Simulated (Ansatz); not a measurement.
# In2O3: the cost of one run

Method: DFT PBE, scalar-relativistic, plane waves, PAW, in Ansatz 0.2.0.

## (1) The system as given

The structure is cubic, space group Ia-3 (No. 206). Conventional cell: a = 10.117 Å, b = 10.117 Å, c = 10.117 Å, α = 90.00°, β = 90.00°, γ = 90.00°. Around In (site symmetry -3) lie 6 O at 2.16 Å. In (site symmetry 2) has 6 O at 2.13 to 2.25 Å as nearest neighbours. O (site symmetry 1) has 4 In at 2.13 to 2.25 Å as nearest neighbours.

Structure file:

```cif
data_structure
_symmetry_space_group_name_H-M 'Ia-3'
_symmetry_Int_Tables_number 206
_cell_length_a 10.1170
_cell_length_b 10.1170
_cell_length_c 10.1170
_cell_angle_alpha 90.000
_cell_angle_beta 90.000
_cell_angle_gamma 90.000
_cell_volume 1035.51
loop_
_atom_site_label
_atom_site_type_symbol
_atom_site_symmetry_multiplicity
_atom_site_Wyckoff_symbol
_atom_site_fract_x
_atom_site_fract_y
_atom_site_fract_z
_atom_site_occupancy
In1 In 8 b 0.25000 0.25000 0.25000 1
In2 In 24 d 0.46630 0.00000 0.25000 1
O1 O 48 e 0.39120 0.15580 0.37960 1
```

The structure rests on an entry of the Crystallography Open Database; cell or positions may have been set otherwise for this series.

## (2) Relaxing cell and atoms: In2O3, no spin

Input file input.yaml:

```yaml
crystal:
  lattice:
    - [-5.0585, 5.0585, 5.0585]
    - [5.0585, -5.0585, 5.0585]
    - [5.0585, 5.0585, -5.0585]
  atoms:
    - { symbol: In, position: [0.5, 0.5, 0.5] }
    - { symbol: In, position: [0.5, 0.0, 0.0] }
    - { symbol: In, position: [0.0, 0.5, 0.0] }
    - { symbol: In, position: [0.0, 0.0, 0.5] }
    - { symbol: In, position: [0.25, 0.7163, 0.4663] }
    - { symbol: In, position: [0.75, 0.7837, 0.0337] }
    - { symbol: In, position: [0.4663, 0.25, 0.7163] }
    - { symbol: In, position: [0.0337, 0.75, 0.7837] }
    - { symbol: In, position: [0.7163, 0.4663, 0.25] }
    - { symbol: In, position: [0.7837, 0.0337, 0.75] }
    - { symbol: In, position: [0.75, 0.2837, 0.5337] }
    - { symbol: In, position: [0.25, 0.2163, 0.9663] }
    - { symbol: In, position: [0.5337, 0.75, 0.2837] }
    - { symbol: In, position: [0.9663, 0.25, 0.2163] }
    - { symbol: In, position: [0.2837, 0.5337, 0.75] }
    - { symbol: In, position: [0.2163, 0.9663, 0.25] }
    - { symbol: O, position: [0.5354, 0.7708, 0.547] }
    - { symbol: O, position: [0.7238, 0.9884, 0.953] }
    - { symbol: O, position: [0.9646, 0.5116, 0.2354] }
    - { symbol: O, position: [0.7762, 0.7292, 0.2646] }
    - { symbol: O, position: [0.547, 0.5354, 0.7708] }
    - { symbol: O, position: [0.953, 0.7238, 0.9884] }
    - { symbol: O, position: [0.2354, 0.9646, 0.5116] }
    - { symbol: O, position: [0.2646, 0.7762, 0.7292] }
    - { symbol: O, position: [0.7708, 0.547, 0.5354] }
    - { symbol: O, position: [0.9884, 0.953, 0.7238] }
    - { symbol: O, position: [0.5116, 0.2354, 0.9646] }
    - { symbol: O, position: [0.7292, 0.2646, 0.7762] }
    - { symbol: O, position: [0.4646, 0.2292, 0.453] }
    - { symbol: O, position: [0.2762, 0.0116, 0.047] }
    - { symbol: O, position: [0.0354, 0.4884, 0.7646] }
    - { symbol: O, position: [0.2238, 0.2708, 0.7354] }
    - { symbol: O, position: [0.453, 0.4646, 0.2292] }
    - { symbol: O, position: [0.047, 0.2762, 0.0116] }
    - { symbol: O, position: [0.7646, 0.0354, 0.4884] }
    - { symbol: O, position: [0.7354, 0.2238, 0.2708] }
    - { symbol: O, position: [0.2292, 0.453, 0.4646] }
    - { symbol: O, position: [0.0116, 0.047, 0.2762] }
    - { symbol: O, position: [0.4884, 0.7646, 0.0354] }
    - { symbol: O, position: [0.2708, 0.7354, 0.2238] }
scf:
  occupations: { method: gaussian, width: 0.02 }
output:
  forces: true
  stress: true
  eigenvalues: true
  write_density: true
  write_potential: true
  elf: true
  volumetric_format: npy
hamiltonian:
  xc: pbe
kpoints:
  mp_grid: { grid: [2, 2, 2] }
relax:
  f_tol: 0.01
  adjacent_minimum: "off"
  max_steps: 40
  cell: { stress_tol: 0.05, fix: [shape] }
```

Command:

```sh
$ ansatz run input.yaml --threads 8 --pin off --max-ram 30720MiB --backend cpu --events-out ev --progress --plain --runs-dir out
```

**Question.** How long does this run take on 8 threads of Intel Xeon Platinum 8375C at 2.90GHz (Ice Lake), shared host, and how much memory does it need?

About 26 s, with a peak of 2 GiB.
